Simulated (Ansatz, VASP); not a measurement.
W: VASP beside Ansatz

```
W
1.0
     2.75231    0.00000    0.00000
     0.00000    4.76458    0.00000
     0.00000    0.00000    4.82318
W
4
Direct
  0.79317 0.93684 0.75000
  0.20683 0.43684 0.75000
  0.20683 0.06316 0.25000
  0.79317 0.56316 0.25000
```

Change from the starting cell: volume scaled by 0.94.

Alike in both runs: task single point; functional LDA; k mesh 9 × 6 × 6; occupations fermi-dirac, width 0.05 eV; no spin polarisation.

|  | VASP | Ansatz |
| --- | --- | --- |
| version | VASP 6.6.1 | Ansatz 0.2.0 |
| potentials or method | VASP PAW LDA potentials, release 64 (W_sv), cutoff 520 eV | all-electron LAPW, scalar-relativistic |

Ansatz gave:

* gap on the k mesh at the Fermi level (eV): none
* pressure (GPa): 1.4
* largest component of the traceless stress (GPa): 1.54
* rms of the force components (eV/Å): 0.102

Question: What did VASP give for the same quantities?

Answer: gap on the k mesh at the Fermi level (eV): none; pressure (GPa): 3.3; largest component of the traceless stress (GPa): 1.81; rms of the force components (eV/Å): 0.118.

Atom by atom the forces differ by 0.018 eV/Å (rms over components). A gap of «none» marks a metal or a gap that the smearing closes. Ansatz ran all-electron here, so the differences hold the error of VASP's frozen core and of both bases.

The runs have no spin-orbit coupling, so splittings on W are missing.
